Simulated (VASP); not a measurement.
Write the native input for VASP 6.6.1 that does the following.

```
Task                   : relaxation of cell and atoms
Functional             : PBE
Potentials or basis    : VASP PAW PBE potentials, release 64 (B, N)
Cutoff                 : 600 eV
k mesh                 : 12 × 12 × 6
Occupations            : gaussian, width 0.02 eV
Spin                   : no spin polarisation
Further INCAR settings : ALGO = Normal; EDIFF = 1e-07; IBRION = 2; EDIFFG = -0.005; NSW = 90; ISIF = 3
```

The structure of BN lies in POSCAR:

```
BN
1.0
    2.5539396000      0.0000000000      0.0000000000
   -1.2769698000      2.2117765700      0.0000000000
    0.0000000000      0.0000000000      4.2268550000
B N
2 2
Direct
    0.6666666700      0.3333333300      0.9997240000
    0.3333333300      0.6666666700      0.4997240000
    0.6666666700      0.3333333300      0.6252760000
    0.3333333300      0.6666666700      0.1252760000
```

Measurements of this composition are mostly on another form, of space group No. 194.

One way to write it, as run:

INCAR

```
ALGO = Normal ; EDIFF = 1E-7
EDIFFG = -0.005 ; ENCUT = 600
GGA = PE ; IBRION = 2
ISIF = 3 ; ISMEAR = 0
LASPH = True ; LCHARG = False
LREAL = False ; LWAVE = False
NELM = 80 ; NSW = 90
PREC = Accurate ; SIGMA = 0.02
```

KPOINTS

```
k-points
0
Gamma
  12 12 6
```

Potentials or basis: VASP PAW PBE potentials, release 64 (B, N).

The run is started by

```sh
$ cat potpaw_PBE.64/B/POTCAR potpaw_PBE.64/N/POTCAR > POTCAR
$ mpirun -np 1 vasp_std > vasp.out
```

Results of the run:

| Item | Value |
| --- | --- |
| Relaxed volume | 5.97 Å³/atom |
| Relaxed cell | a = 2.554 Å, b = 2.554 Å, c = 4.224 Å, α = 90.00°, β = 90.00°, γ = 120.00° |
| Space group after relaxing (to 0.05 Å) | P6_3mc (No. 186) |
| Energy gained by relaxing | 0.0 meV/atom |
| Ionic steps | 3 |
| Pressure after relaxing | 0.0 GPa |
| Band gap on the k mesh | 5.21 eV, indirect (least direct gap 8.24 eV) |

Run time: 17 s on 1 thread of Intel(R) Xeon(R) 6975P-C (Granite Rapids), with other jobs on the host, peak memory 0.14 GiB.
